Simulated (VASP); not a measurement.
Wanted: the native input for a VASP 6.6.1 run.

```
Task                   : single point
Functional             : LDA
Potentials or basis    : VASP PAW LDA potentials, release 64 (Ge_d)
Cutoff                 : 520 eV
k mesh                 : 10 × 10 × 6
Occupations            : gaussian, width 0.02 eV
Spin                   : non-collinear spin, zero start, spin-orbit coupling
Starting moments       : [[0.0, 0.0, 0.0], [0.0, 0.0, 0.0], [0.0, 0.0, 0.0], [0.0, 0.0, 0.0]] μB
Further INCAR settings : ALGO = Normal; EDIFF = 1e-07; NBANDS = 70
```

The structure of Ge lies in POSCAR:

```
Ge
1.0
    3.9855000000      0.0000000000      0.0000000000
   -1.9927500000      3.4515442468      0.0000000000
    0.0000000000      0.0000000000      6.5772000000
Ge
4
Direct
    0.3333333333      0.6666666667      0.0628000000
    0.6666666667      0.3333333333      0.5628000000
    0.6666666667      0.3333333333      0.9372000000
    0.3333333333      0.6666666667      0.4372000000
```

This isn't the form of Ge at room conditions, which is diamond.

The input as run:

INCAR

```
  ALGO = Normal
  EDIFF = 1E-7
  ENCUT = 520
  GGA_COMPAT = False
  ISIF = 2
  ISMEAR = 0
  LASPH = True
  LCHARG = False
  LNONCOLLINEAR = True
  LORBIT = 11
  LREAL = False
  LSORBIT = True
  LWAVE = False
  MAGMOM = 0 0 0 0 0 0 0 0 0 0 0 0
  NBANDS = 70
  NELM = 100
  PREC = Accurate
  SIGMA = 0.02
```

KPOINTS

```
k-points
0
Gamma
  10 10 6
```

Potentials or basis: VASP PAW LDA potentials, release 64 (Ge_d).

Command:

```sh
$ cat potpaw_LDA.64/Ge_d/POTCAR > POTCAR
$ mpirun -np 1 vasp_ncl > vasp.out
```

Results of the run:

```yaml
Pressure: -1.2 GPa
Largest_force: 0.004 eV/Å
Net_moment: 0.00 μB per cell
Valence_electrons_inside_the_program's_atomic_spheres: Ge 12.43
```

Wall time 8.7 min on 1 thread of Intel(R) Xeon(R) Platinum 8488C (Sapphire Rapids), with other jobs on the host, peak memory 0.58 GiB.
